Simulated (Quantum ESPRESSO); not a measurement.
**ZrN: single point with PBE**

ZrN:

```xyz
2
Lattice="0.0000 2.3000 2.3000 2.3000 0.0000 2.3000 2.3000 2.3000 0.0000" Properties=species:S:1:pos:R:3 pbc="T T T"
Zr    2.3046    2.2929    2.3075
N     0.0043    0.0157   -0.0095
```

The cell isn't the ideal one: atoms moved at random, drawn with an rms of 0.05 Å.

* Program: Quantum ESPRESSO 7.5
* Task: single point
* Functional: PBE
* Potentials or basis: SSSP 1.3 efficiency PBE
* Cutoff: 816 eV
* Density cutoff: 6531 eV
* k mesh: 10 × 10 × 10
* Occupations: fermi-dirac, width 0.05 eV
* Spin: no spin polarisation

```json
{
  "Pressure": "-1.3 GPa",
  "Largest force": "0.275 eV/Å",
  "Band gap on the k mesh": "none (metal or under the smearing width)"
}
```

Forces on the atoms (eV/Å):
```
Zr  -0.004  0.220 -0.164
N    0.004 -0.220  0.164
```

Stress tensor (GPa, compression positive):
```
-1.33  0.00  0.00
 0.00 -1.22  0.04
 0.00  0.04 -1.27
```

Levels at points of the mesh, in eV from the Fermi level:
| k point | band 6 | band 7 | band 8 | band 9 | band 10 | band 11 |
| --- | --- | --- | --- | --- | --- | --- |
| (0.00, 0.00, 0.00) | -2.71 | -2.70 | -2.70 | -0.43 | -0.41 | -0.41 |
| (0.00, 0.00, -0.50) | -7.65 | -5.68 | -5.68 | 2.93 | 3.00 | 3.01 |
| (0.00, -0.50, -0.50) | -4.62 | -3.57 | -3.21 | -3.10 | 3.29 | 4.43 |
| (0.50, 0.50, 0.50) | -7.65 | -5.68 | -5.68 | 2.93 | 3.00 | 3.00 |
| (-0.50, 0.00, 0.00) | -7.65 | -5.68 | -5.68 | 2.93 | 3.00 | 3.00 |
| (0.00, -0.50, 0.00) | -7.65 | -5.68 | -5.68 | 2.93 | 3.00 | 3.01 |
| (-0.50, 0.00, -0.50) | -4.61 | -3.51 | -3.20 | -3.16 | 3.29 | 4.43 |
| (-0.50, -0.50, 0.00) | -4.61 | -3.54 | -3.21 | -3.13 | 3.29 | 4.43 |

Run time: 2.3 min on 1 thread of Intel(R) Xeon(R) Platinum 8488C (Sapphire Rapids) (shared host), peak memory 0.31 GiB.
